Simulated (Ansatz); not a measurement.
Q: Name crystals whose computed values (PBE (plane waves, PAW; program Ansatz)) fall in these windows: gap (eV) 0.38 to 0.54; B₀ by P(V) fit (GPa) 120 to 150; electron conductivity mass (mₑ) 0.12 to 0.15.

A: 

| crystal | gap (eV) | B₀ by P(V) fit (GPa) | electron conductivity mass (mₑ) |
|---|---|---|---|
| BaSnO3, cubic perovskite | 0.48 | 134 | 0.13 |
Others may fit too.

The cell was relaxed under the symmetry of its start. Scalar-relativistic: spin–orbit coupling is off unless named, which matters more the heavier the elements.

Potentials: the later of the program's two PAW sets.
